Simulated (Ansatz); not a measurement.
## AlAu under changes of volume

One of the cells (16.755 Å³/atom); the others are scaled copies at fixed shape and fractional positions:

```
Au Al
1.0
     3.22394    0.00000    0.00000
     0.00000    3.22394    0.00000
     0.00000    0.00000    3.22394
Au Al
1 1
Direct
  0.50000 0.50000 0.50000
  0.00000 0.00000 0.00000
```

The cell comes from a database or a generator and needn't be the stable form of this composition.

- Program: Ansatz 0.2.0
- Functional: PBEsol
- Potentials or basis: all-electron LAPW, scalar-relativistic
- Cutoff: 207 eV (chosen from the basis error)
- Basis error allowed: 0.001 eV/atom
- k mesh: 8 × 8 × 8
- Occupations: fermi-dirac, width 0.05 eV
- Spin: no spin polarisation

```csv
volume (Å³/atom),energy over the lowest point (meV/atom),pressure (GPa)
15.749,1.94,2.3
16.084,0.00,-0.5
16.419,3.62,-3.0
16.755,12.25,-5.1
17.090,25.19,-7.0
17.425,?,?
17.760,60.59,-9.8
```

Task: What does the run at 17.425 Å³/atom give?

Result: Energy over the lowest point 41.52 meV/atom; pressure -8.5 GPa.

Worked out: A Birch-Murnaghan fit of order 3 (a polynomial in V^(-2/3)) to the other rows has its minimum at 16.03 Å³/atom with B0 = V·E''(V) = 136 GPa and B' = 6.7. It gives 41.40 meV/atom at 17.425 Å³/atom, against the run's 41.52, and -dE/dV = -8.5 GPa, against -8.5.

Energies are extrapolated to zero smearing.
